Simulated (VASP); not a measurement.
Input of a VASP 6.6.1 run:

The input INCAR:

```
  PREC = Accurate
  ENCUT = 600
  EDIFF = 1E-6
  ISMEAR = 0
  SIGMA = 0.03
  LREAL = F
  LASPH = T
  NELM = 80
  ALGO = Normal
  ISIF = 3
  LWAVE = F
  LCHARG = F
  GGA = PE
  IVDW = 12
  IBRION = 2
  NSW = 90
  EDIFFG = -0.01
  PSTRESS = 720.0
```

File KPOINTS:

```
Automatic mesh
0
Gamma
  10 10 4
```

POSCAR

```
Br
1.0
    2.4335000000     -1.6541500000      0.0000000000
    2.4335000000      1.6541500000      0.0000000000
    0.0000000000      0.0000000000      7.5901000000
Br
4
Direct
    0.1950000000      0.8050000000      0.6228400000
    0.8050000000      0.1950000000      0.3771600000
    0.3050000000      0.6950000000      0.1228400000
    0.6950000000      0.3050000000      0.8771600000
```

Potentials or basis: VASP PAW PBE potentials, release 64 (Br).

Launch:

```console
$ cat potpaw_PBE.64/Br/POTCAR > POTCAR
$ mpirun -np 1 vasp_std > vasp.out
```

Question: Predict the dispersion energy per atom.

Answer: -0.505 eV.

Question: Estimate the band gap on the k mesh.

Answer: None (metal or under the smearing width).

Final structure:
```cif
data_structure
_symmetry_space_group_name_H-M 'P 1'
_symmetry_Int_Tables_number 1
_cell_length_a 2.8756
_cell_length_b 2.8756
_cell_length_c 7.2403
_cell_angle_alpha 90.000
_cell_angle_beta 90.000
_cell_angle_gamma 77.777
_cell_volume 58.51
loop_
_atom_site_label
_atom_site_type_symbol
_atom_site_fract_x
_atom_site_fract_y
_atom_site_fract_z
_atom_site_occupancy
Br1 Br 0.24966 0.75034 0.62501 1
Br2 Br 0.75034 0.24966 0.37499 1
Br3 Br 0.25034 0.74966 0.12501 1
Br4 Br 0.74966 0.25034 0.87499 1
```

Caveat: the cell is relaxed towards a set pressure, so the enthalpy falls and the energy may rise.
